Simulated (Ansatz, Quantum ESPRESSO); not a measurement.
# Screening and band shifts of 2H-MoS2, 1 layer, part 4 of 6

How does 2H-MoS2, 1 layer respond to a gate-like field without added charge?

Quantum ESPRESSO 7.5; plane-wave DFT, PBE, GBRV ultrasoft pseudopotentials; geometry and cross-check by Ansatz 0.2.0 with PAW datasets.

So far. Step 6 (Self-consistent run: field 0.1 V/Å): The dipole goes from 0.0000 to 0.0247 e Å, 0.2469 e Å per V/Å. Step 7 (Electrostatic potential): The slope in the vacuum is 0.100 eV/Å for an applied 0.10 V/Å, as it should be.

### Step 8. SCF with pw.x: field 0.2 V/Å

Contents of f2.in:

```
&control
  prefix = 'f2'
  outdir = './out'
  pseudo_dir = './pseudo'
  calculation = 'scf'
  tprnfor = .true.
  tefield = .true.
  dipfield = .true.
/
&system
  ibrav = 0
  nat = 3
  ntyp = 2
  ecutwfc = 40
  ecutrho = 200
  occupations = 'smearing'
  smearing = 'fd'
  degauss = 0.004
  edir = 3
  emaxpos = 0.97
  eopreg = 0.04
  eamp = 0.00388938
/
&electrons
  conv_thr = 1e-09
  mixing_beta = 0.4
  electron_maxstep = 120
  mixing_mode = 'plain'
  startingpot = 'file'
/
ATOMIC_SPECIES
  S   32.0600  s_pbe_v1.4.uspp.F.UPF
  Mo  95.9500  mo_pbe_v1.uspp.F.UPF
CELL_PARAMETERS angstrom
  3.18485648276904 -0.00000000000000 0.00000000000000
  -1.59242824138452 2.75816662148554 0.00000000000000
  0.00000000000000 0.00000000000000 20.26259773800000
ATOMIC_POSITIONS crystal
  S   0.333333333333 0.666666666667 0.422864055023
  Mo  -0.000000000000 -0.000000000000 0.499999997193
  S   0.333333333333 0.666666666667 0.577135947784
K_POINTS automatic
  12 12 1 0 0 0
```

Started as:

```bash
cp -r out/f0.save out/f2.save
OMP_NUM_THREADS=1 mpirun -n 4 pw.x -nk 4 -in f2.in > f2.out
```

Output:

```text
[banner, memory and clock lines left out]
Program PWSCF v.7.5 starts
[...]
number of electrons       =        26.00
     number of Kohn-Sham states=           17
     kinetic-energy cutoff     =      40.0000  Ry
     charge density cutoff     =     200.0000  Ry
[...]
number of k points=    74  Fermi-Dirac smearing, width (Ry)=  0.0040
[...]
Dense  grid:    57491 G-vectors     FFT dimensions: (  27,  27, 180)
[...]
The initial density is read from file :
[...]
negative rho (up, down):  2.882E-03 0.000E+00
[...]
Starting wfcs are   21 randomized atomic wfcs
[...]
negative rho (up, down):  2.877E-03 0.000E+00
[...]
estimated scf accuracy    <       0.03185554 Ry
[...]
negative rho (up, down):  2.880E-03 0.000E+00
[...]
estimated scf accuracy    <       0.35741401 Ry
[...]
negative rho (up, down):  2.878E-03 0.000E+00
[...]
estimated scf accuracy    <       0.00040826 Ry
[...]
negative rho (up, down):  2.878E-03 0.000E+00
[...]
estimated scf accuracy    <       0.00004554 Ry
[...]
negative rho (up, down):  2.879E-03 0.000E+00
[...]
estimated scf accuracy    <       0.00001190 Ry
[...]
negative rho (up, down):  2.879E-03 0.000E+00
[...]
estimated scf accuracy    <       0.00000066 Ry
[...]
negative rho (up, down):  2.879E-03 0.000E+00
[...]
estimated scf accuracy    <       0.00000011 Ry
[...]
negative rho (up, down):  2.879E-03 0.000E+00
[...]
estimated scf accuracy    <       0.00000003 Ry
[...]
negative rho (up, down):  2.879E-03 0.000E+00
[...]
estimated scf accuracy    <          3.3E-09 Ry
[...]
negative rho (up, down):  2.879E-03 0.000E+00
[...]
Computed dipole along edir(3) :
        Dipole                0.0935 Ry au,          0.2376 Debye
        Dipole field          0.0010 Ry au,
        E field amplitude [Ha a.u.]:  3.8894E-03
        Potential amp.        0.2140 Ry
        Total length         36.7591 bohr
[...]
the Fermi energy is    -0.1641 ev
!    total energy              =    -187.73213350 Ry
     estimated scf accuracy    <          6.1E-10 Ry
     smearing contrib. (-TS)   =      -0.00000000 Ry
     internal energy E=F+TS    =    -187.73213350 Ry
[...]
one-electron contribution =   -1136.78401956 Ry
     hartree contribution      =     568.70799426 Ry
     xc contribution           =     -36.26773857 Ry
     ewald contribution        =     416.61226619 Ry
     electric field correction =      -0.00063581 Ry
     convergence has been achieved in  10 iterations
     negative rho (up, down):  2.879E-03 0.000E+00
[...]
Total force =     0.001430     Total SCF correction =     0.000107
[...]
```

Elapsed: 29 s, on 4 MPI ranks of Arm Neoverse V2, shared host; peak memory 0.54 GiB; 2 min of CPU time.

Read from the output:

* free energy: -2554.2258 eV
* Fermi energy: -0.1641 eV
* dipole along the normal: 0.04947 e·Å
* valence top, on the run's zero: -1.016 eV
* conduction bottom, on the run's zero: 0.6413 eV
* gap by band count: 1.657 eV

The dipole goes from 0.0000 to 0.0495 e Å, 0.2472 e Å per V/Å.

### Step 9. Electrostatic potential

Contents of f2.pot.in:

```
&inputpp
  prefix = 'f2'
  outdir = './out'
  filplot = 'f2.pot.dat'
  plot_num = 11
/
```

Started as:

```bash
OMP_NUM_THREADS=1 mpirun -n 4 pp.x -in f2.pot.in > f2.pot.out
```

It took 0.9 s on 4 MPI ranks; peak memory 0.1 GiB.

Numbers from this step:

| Item | Value |
| --- | --- |
| slope of the potential above | 0.2000 eV/Å |
| upper vacuum line continued to the top atoms, over the valence top | 5.747 eV |
| slope of the potential below | 0.2000 eV/Å |
| lower vacuum line continued to the bottom atoms, over the valence top | 6.140 eV |

The slope in the vacuum is 0.200 eV/Å for an applied 0.20 V/Å, as it should be.

### Step 10. Bands along a path: field 0.2 V/Å

Contents of f2.bands.in:

```
&control
  prefix = 'f2.bands'
  outdir = './out'
  pseudo_dir = './pseudo'
  calculation = 'bands'
  tefield = .true.
  dipfield = .true.
/
&system
  ibrav = 0
  nat = 3
  ntyp = 2
  ecutwfc = 40
  ecutrho = 200
  occupations = 'smearing'
  smearing = 'fd'
  degauss = 0.004
  edir = 3
  emaxpos = 0.97
  eopreg = 0.04
  eamp = 0.00388938
  nbnd = 19
/
&electrons
  conv_thr = 1e-07
  mixing_beta = 0.4
  electron_maxstep = 120
  mixing_mode = 'local-TF'
/
ATOMIC_SPECIES
  S   32.0600  s_pbe_v1.4.uspp.F.UPF
  Mo  95.9500  mo_pbe_v1.uspp.F.UPF
CELL_PARAMETERS angstrom
  3.18485648276904 -0.00000000000000 0.00000000000000
  -1.59242824138452 2.75816662148554 0.00000000000000
  0.00000000000000 0.00000000000000 20.26259773800000
ATOMIC_POSITIONS crystal
  S   0.333333333333 0.666666666667 0.422864055023
  Mo  -0.000000000000 -0.000000000000 0.499999997193
  S   0.333333333333 0.666666666667 0.577135947784
K_POINTS crystal_b
4
  0.0000000000 0.0000000000 0.0000000000 14
  0.5000000000 0.0000000000 0.0000000000 14
  0.3333333333 0.3333333333 0.0000000000 14
  0.0000000000 0.0000000000 0.0000000000 1
```

Started as:

```bash
cp -r out/f2.save out/f2.bands.save
cp out/f2.xml out/f2.bands.xml
OMP_NUM_THREADS=1 mpirun -n 4 pw.x -nk 4 -in f2.bands.in > f2.bands.out
```

Output:

```text
[banner, memory and clock lines left out]
Program PWSCF v.7.5 starts
[citation notice left out]

[...]
bravais-lattice index     =            0
     lattice parameter (alat)  =       6.0185  a.u.
     unit-cell volume          =    1201.1634 (a.u.)^3
     number of atoms/cell      =            3
     number of atomic types    =            2
     number of electrons       =        26.00
     number of Kohn-Sham states=           19
     kinetic-energy cutoff     =      40.0000  Ry
     charge density cutoff     =     200.0000  Ry
     Exchange-correlation= SLA  PW   PBE  PBE
                           (   1   4   3   4   0   0   0)

[...]
PseudoPot. # 1 for S  read from file:
     ./pseudo/s_pbe_v1.4.uspp.F.UPF
     Pseudo is Ultrasoft + core correction, Zval =  6.0
     Generated by new atomic code, or converted to UPF format
     Using radial grid of  907 points,  6 beta functions with:
                l(1) =   0
                l(2) =   0
                l(3) =   1
                l(4) =   1
                l(5) =   2
                l(6) =   2
     Q(r) pseudized with  8 coefficients,  rinner =    1.300   1.300   1.300
                                                       1.300   1.300

     PseudoPot. # 2 for Mo read from file:
     ./pseudo/mo_pbe_v1.uspp.F.UPF
     Pseudo is Ultrasoft + core correction, Zval = 14.0
     Generated by new atomic code, or converted to UPF format
     Using radial grid of  889 points,  6 beta functions with:
                l(1) =   0
                l(2) =   0
                l(3) =   1
                l(4) =   1
                l(5) =   2
                l(6) =   2
     Q(r) pseudized with  6 coefficients,  rinner =    1.000   1.000   1.000
                                                       1.000   1.000

     atomic species   valence    mass     pseudopotential
     S                 6.00    32.06000     S ( 1.00)
     Mo               14.00    95.95000     Mo( 1.00)

     No symmetry found

[...]
number of k points=    43  Fermi-Dirac smearing, width (Ry)=  0.0040
[...]
Dense  grid:    57491 G-vectors     FFT dimensions: (  27,  27, 180)

     Smooth grid:    40883 G-vectors     FFT dimensions: (  25,  25, 160)

     The potential is recalculated from file :
     ./out/f2.bands.save/charge-density

     negative rho (up, down):  2.879E-03 0.000E+00

     Adding external electric field

     Computed dipole along edir(3) :
        Dipole                0.0935 Ry au,          0.2376 Debye
        Dipole field          0.0010 Ry au,

        E field amplitude [Ha a.u.]:  3.8894E-03
        Potential amp.        0.2140 Ry
        Total length         36.7591 bohr

     Starting wfcs are   21 randomized atomic wfcs

     Band Structure Calculation
     Davidson diagonalization with overlap

     ethr =  3.85E-10,  avg # of iterations = 54.0

     End of band structure calculation

          k = 0.0000 0.0000 0.0000 (  5033 PWs)   bands (ev):

   -61.9166 -36.0456 -35.8429 -35.8429 -15.0911 -13.7891  -6.6093  -3.6215
    -3.6215  -2.7848  -2.5202  -2.5202  -1.0162   1.7352   1.7352   1.9839
     1.9839   3.3857   4.3600

          k = 0.0357 0.0206 0.0000 (  5063 PWs)   bands (ev):

   -61.9161 -36.0447 -35.8476 -35.8439 -15.0722 -13.7813  -6.5873  -3.6657
    -3.6017  -2.9369  -2.5517  -2.3952  -1.0245   1.7041   1.7699   1.9253
     1.9617   3.4124   4.3909

[...]
```

The job ended after 14 s (4 MPI ranks; peak memory 0.29 GiB).

Read from the output:

- conduction bottom, on the run's zero: 0.6410 eV

Band numbers count within the set of bands kept for display. Electronic bands along the path, in eV, zero at the highest filled level of the SCF mesh; v1 is the highest filled band, c1 the lowest empty one:

```tsv
point	v4	v3	v2	v1	c1	c2	c3	c4
Γ	-1.77	-1.50	-1.50	0.00	2.75	2.75	3.00	3.00
halfway	-2.48	-1.79	-1.32	-0.71	2.17	2.35	2.89	3.76
M	-3.15	-1.86	-0.98	-0.63	2.23	2.74	3.85	4.29
halfway	-3.12	-2.35	-1.88	-0.32	2.12	3.03	3.49	4.37
K	-3.55	-2.86	-2.15	-0.02	1.66	3.06	3.53	4.84
halfway	-3.17	-1.96	-1.04	-0.78	1.93	2.47	2.66	4.16
Γ	-1.77	-1.50	-1.50	0.00	2.75	2.75	3.00	3.00
```

Upper empty bands that drop with the field can be states of the vacuum, held by the sawtooth; they depend on the cell's width.

Along this path the valence top lies at Γ and the conduction bottom at K. The valence levels at Γ and K lie only 0.02 eV apart, so strain, functional or spin-orbit coupling can change their order; in real monolayers of this family spin-orbit coupling lifts K.

### Step 11. Self-consistent run: field 0.3 V/Å

f3.in is the input of step 8 with these lines changed:

```diff
@@ -1,3 +1,3 @@
 &control
-  prefix = 'f2'
+  prefix = 'f3'
   outdir = './out'
@@ -21,3 +21,3 @@
   eopreg = 0.04
-  eamp = 0.00388938
+  eamp = 0.00583407
 /
```

Started as:

```bash
cp -r out/f0.save out/f3.save
OMP_NUM_THREADS=1 mpirun -n 4 pw.x -nk 4 -in f3.in > f3.out
```

Output:

```text
[banner, memory and clock lines left out]
Program PWSCF v.7.5 starts
[...]
number of electrons       =        26.00
     number of Kohn-Sham states=           17
     kinetic-energy cutoff     =      40.0000  Ry
     charge density cutoff     =     200.0000  Ry
[...]
number of k points=    74  Fermi-Dirac smearing, width (Ry)=  0.0040
[...]
Dense  grid:    57491 G-vectors     FFT dimensions: (  27,  27, 180)
[...]
The initial density is read from file :
[...]
negative rho (up, down):  2.882E-03 0.000E+00
[...]
Starting wfcs are   21 randomized atomic wfcs
[...]
negative rho (up, down):  2.869E-03 0.000E+00
[...]
estimated scf accuracy    <       0.07182740 Ry
[...]
negative rho (up, down):  2.876E-03 0.000E+00
[...]
estimated scf accuracy    <       0.81480616 Ry
[...]
negative rho (up, down):  2.870E-03 0.000E+00
[...]
estimated scf accuracy    <       0.00133547 Ry
[...]
negative rho (up, down):  2.871E-03 0.000E+00
[...]
estimated scf accuracy    <       0.00004814 Ry
[...]
negative rho (up, down):  2.873E-03 0.000E+00
[...]
estimated scf accuracy    <       0.00000755 Ry
[...]
negative rho (up, down):  2.874E-03 0.000E+00
[...]
estimated scf accuracy    <       0.00000206 Ry
[...]
negative rho (up, down):  2.874E-03 0.000E+00
[...]
estimated scf accuracy    <       0.00000032 Ry
[...]
negative rho (up, down):  2.875E-03 0.000E+00
[...]
estimated scf accuracy    <       0.00000003 Ry
[...]
negative rho (up, down):  2.875E-03 0.000E+00
[...]
estimated scf accuracy    <          2.1E-09 Ry
[...]
negative rho (up, down):  2.875E-03 0.000E+00
[...]
Computed dipole along edir(3) :
        Dipole                0.1404 Ry au,          0.3568 Debye
        Dipole field          0.0015 Ry au,
        E field amplitude [Ha a.u.]:  5.8341E-03
        Potential amp.        0.3209 Ry
        Total length         36.7591 bohr
[...]
the Fermi energy is    -0.1508 ev
!    total energy              =    -187.73258836 Ry
     estimated scf accuracy    <          3.9E-10 Ry
     smearing contrib. (-TS)   =      -0.00000000 Ry
     internal energy E=F+TS    =    -187.73258836 Ry
[...]
one-electron contribution =   -1136.78019622 Ry
     hartree contribution      =     568.70441045 Ry
     xc contribution           =     -36.26763697 Ry
     ewald contribution        =     416.61226619 Ry
     electric field correction =      -0.00143181 Ry
     convergence has been achieved in  10 iterations
     negative rho (up, down):  2.875E-03 0.000E+00
[...]
Total force =     0.001563     Total SCF correction =     0.000097
[...]
```

Wall time 30 s (4 MPI ranks); peak memory 0.54 GiB.

Read from the output:

| Item | Value |
| --- | --- |
| free energy | -2554.2320 eV |
| Fermi energy | -0.1508 eV |
| dipole along the normal | 0.07428 e·Å |
| valence top, on the run's zero | -1.003 eV |
| conduction bottom, on the run's zero | 0.6544 eV |

The dipole goes from 0.0000 to 0.0743 e Å, 0.2475 e Å per V/Å.

### Step 12. Potential by pp.x

Contents of f3.pot.in:

```
&inputpp
  prefix = 'f3'
  outdir = './out'
  filplot = 'f3.pot.dat'
  plot_num = 11
/
```

Started as:

```bash
OMP_NUM_THREADS=1 mpirun -n 4 pp.x -in f3.pot.in > f3.pot.out
```

Wall time 0.91 s (4 MPI ranks); peak memory 0.1 GiB; 3.3 s of CPU time.

Read from the output:

| Property | Result |
| --- | --- |
| slope of the potential above | 0.3000 eV/Å |
| upper vacuum line continued to the top atoms, over the valence top | 5.650 eV |
| slope of the potential below | 0.3000 eV/Å |
| lower vacuum line continued to the bottom atoms, over the valence top | 6.242 eV |

The slope in the vacuum is 0.300 eV/Å for an applied 0.30 V/Å, as it should be.

Each curve counts from the valence top of its own run.

The potential energy (potential at 0 V/Å) oscillates, so the rows of the table below give means over windows of 1 Å about each position, cut where the curve ends. Its maxima inside the range that stand out by 2 % of the span (Å: eV): 9.2: -5.62, 11.0: -5.62. Its minima: 8.6: -13.1, 10.1: -27.0, 11.7: -13.1.

The runs together. Table of potential energy by z; means over each step:

```tsv
z (Å)	potential at 0 V/Å (eV)	potential at 0.1 V/Å (eV)	potential at 0.2 V/Å (eV)	potential at 0.3 V/Å (eV)
0	5.94	5.29	4.64	3.99
1	5.94	5.28	4.63	3.97
2	5.94	5.38	4.83	4.27
3	5.94	5.48	5.03	4.57
4	5.94	5.58	5.23	4.87
5	5.94	5.68	5.43	5.17
6	5.92	5.76	5.60	5.44
7	5.39	5.32	5.25	5.19
8	-3.33	-3.35	-3.37	-3.38
9	-9.26	-9.26	-9.27	-9.27
10	-21.0	-21.0	-21.0	-21.0
11	-9.46	-9.46	-9.45	-9.45
12	-7.52	-7.51	-7.50	-7.49
13	4.71	4.76	4.81	4.86
14	5.89	6.02	6.16	6.29
15	5.94	6.17	6.41	6.64
16	5.94	6.27	6.61	6.94
17	5.94	6.37	6.81	7.24
18	5.94	6.47	7.01	7.54
19	5.94	6.57	7.21	7.84
20	5.94	6.30	6.66	7.02
```

### Step 13. Bands along a path: field 0.3 V/Å

f3.bands.in is the input of step 10 with these lines changed:

```diff
@@ -1,3 +1,3 @@
 &control
-  prefix = 'f2.bands'
+  prefix = 'f3.bands'
   outdir = './out'
@@ -20,3 +20,3 @@
   eopreg = 0.04
-  eamp = 0.00388938
+  eamp = 0.00583407
   nbnd = 19
```

Started as:

```bash
cp -r out/f3.save out/f3.bands.save
cp out/f3.xml out/f3.bands.xml
OMP_NUM_THREADS=1 mpirun -n 4 pw.x -nk 4 -in f3.bands.in > f3.bands.out
```

Output:

```text
[banner, memory and clock lines left out]
Program PWSCF v.7.5 starts
[citation notice left out]

[...]
bravais-lattice index     =            0
     lattice parameter (alat)  =       6.0185  a.u.
     unit-cell volume          =    1201.1634 (a.u.)^3
     number of atoms/cell      =            3
     number of atomic types    =            2
     number of electrons       =        26.00
     number of Kohn-Sham states=           19
     kinetic-energy cutoff     =      40.0000  Ry
     charge density cutoff     =     200.0000  Ry
     Exchange-correlation= SLA  PW   PBE  PBE
                           (   1   4   3   4   0   0   0)

[...]
PseudoPot. # 1 for S  read from file:
     ./pseudo/s_pbe_v1.4.uspp.F.UPF
     Pseudo is Ultrasoft + core correction, Zval =  6.0
     Generated by new atomic code, or converted to UPF format
     Using radial grid of  907 points,  6 beta functions with:
                l(1) =   0
                l(2) =   0
                l(3) =   1
                l(4) =   1
                l(5) =   2
                l(6) =   2
     Q(r) pseudized with  8 coefficients,  rinner =    1.300   1.300   1.300
                                                       1.300   1.300

     PseudoPot. # 2 for Mo read from file:
     ./pseudo/mo_pbe_v1.uspp.F.UPF
     Pseudo is Ultrasoft + core correction, Zval = 14.0
     Generated by new atomic code, or converted to UPF format
     Using radial grid of  889 points,  6 beta functions with:
                l(1) =   0
                l(2) =   0
                l(3) =   1
                l(4) =   1
                l(5) =   2
                l(6) =   2
     Q(r) pseudized with  6 coefficients,  rinner =    1.000   1.000   1.000
                                                       1.000   1.000

     atomic species   valence    mass     pseudopotential
     S                 6.00    32.06000     S ( 1.00)
     Mo               14.00    95.95000     Mo( 1.00)

     No symmetry found

[...]
number of k points=    43  Fermi-Dirac smearing, width (Ry)=  0.0040
[...]
Dense  grid:    57491 G-vectors     FFT dimensions: (  27,  27, 180)

     Smooth grid:    40883 G-vectors     FFT dimensions: (  25,  25, 160)

     The potential is recalculated from file :
     ./out/f3.bands.save/charge-density

     negative rho (up, down):  2.875E-03 0.000E+00

     Adding external electric field

     Computed dipole along edir(3) :
        Dipole                0.1404 Ry au,          0.3568 Debye
        Dipole field          0.0015 Ry au,

        E field amplitude [Ha a.u.]:  5.8341E-03
        Potential amp.        0.3209 Ry
        Total length         36.7591 bohr

     Starting wfcs are   21 randomized atomic wfcs

     Band Structure Calculation
     Davidson diagonalization with overlap

     ethr =  3.85E-10,  avg # of iterations = 49.9

     End of band structure calculation

          k = 0.0000 0.0000 0.0000 (  5033 PWs)   bands (ev):

   -61.9035 -36.0325 -35.8297 -35.8297 -15.0783 -13.7757  -6.5964  -3.6084
    -3.6084  -2.7724  -2.5071  -2.5071  -1.0027   1.7477   1.7477   1.9977
     1.9977   2.9817   4.1238

          k = 0.0357 0.0206 0.0000 (  5063 PWs)   bands (ev):

   -61.9030 -36.0315 -35.8345 -35.8308 -15.0594 -13.7679  -6.5744  -3.6527
    -3.5886  -2.9241  -2.5386  -2.3824  -1.0110   1.7164   1.7822   1.9390
     1.9757   3.0081   4.1542

[...]
```

The job ended after 15 s (4 MPI ranks; peak memory 0.29 GiB; 58 s of CPU time).

Numbers from this step:

```
conduction bottom, on the run's zero : 0.6541 eV
```

Band numbers count within the set of bands kept for display. The electronic bands at the labelled points (eV, zero at the highest filled level of the SCF mesh; v1 is the highest filled band, c1 the lowest empty one):

```tsv
point	v4	v3	v2	v1	c1	c2	c3	c4
Γ	-1.77	-1.50	-1.50	0.00	2.75	2.75	3.00	3.00
halfway	-2.48	-1.79	-1.32	-0.71	2.17	2.35	2.89	3.76
M	-3.15	-1.87	-0.98	-0.63	2.23	2.74	3.85	4.29
halfway	-3.12	-2.35	-1.88	-0.32	2.12	3.02	3.49	4.37
K	-3.55	-2.86	-2.15	-0.02	1.66	3.06	3.52	4.84
halfway	-3.17	-1.96	-1.04	-0.78	1.93	2.46	2.66	4.15
Γ	-1.77	-1.50	-1.50	0.00	2.75	2.75	3.00	3.00
```

Upper empty bands that drop with the field can be states of the vacuum, held by the sawtooth; they depend on the cell's width.

Along this path the valence top lies at Γ and the conduction bottom at K. The valence levels at Γ and K lie only 0.02 eV apart, so strain, functional or spin-orbit coupling can change their order; in real monolayers of this family spin-orbit coupling lifts K.

(Part 4 of 6 ends here.)

[Logs are printed without paths, hosts, clocks, repeated set-up lines and the standing remarks that a program may print on its own settings, such as how far it seeks lower states.]

[Hosts, paths, dates, database ids (printed as entryN), source tags and the programs' standing remarks are cut or masked in the printed files.]

[Maps of the electrostatic potential energy from Ansatz leave out the sawtooth potential of an applied field or a dipole correction, so their vacuum need not be flat; planar profiles and work functions include it.]
